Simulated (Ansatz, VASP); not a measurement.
**MnS in VASP and in Ansatz**

```xyz
2
Lattice="0.0000 2.5146 2.5146 2.5146 0.0000 2.5146 2.5146 2.5146 0.0000" Properties=species:S:1:pos:R:3 pbc="T T T"
Mn    0.0000    0.0000    0.0000
S     2.5146    2.5146    2.5146
```

Alike in both runs: task single point; functional PBE; k mesh 12 × 12 × 12; occupations gaussian, width 0.05 eV; no spin polarisation.

|  | VASP | Ansatz |
| --- | --- | --- |
| version | VASP 6.6.1 | Ansatz 0.2.0 |
| potentials or method | VASP PAW PBE potentials, release 64 (Mn_pv, S) | scalar-relativistic, plane waves, PAW |
| plane-wave cutoff (eV) | 520 | 420 |
| valence electrons in the cell | 19 | 21 |

```tsv
	VASP	Ansatz	Ansatz less VASP
gap on the k mesh at the Fermi level (eV)	none	none	-
pressure (GPa)	-19.8	-20.0	-0.14
```

A gap of «none» marks a metal or a gap that the smearing closes. The two sets of potentials don't hold the same shells in valence.

Caveats: so large a pressure means that the cell lies far from this level's equilibrium, or that cutoff or potentials fall short (VASP); the run has no spin polarisation, though such a crystal can be magnetic; semilocal functionals often make such compounds metallic where correlation or magnetic order opens a gap, which also shifts bond lengths. Spin polarisation is off, so any magnetic state and its effect on volume and gap are missing.
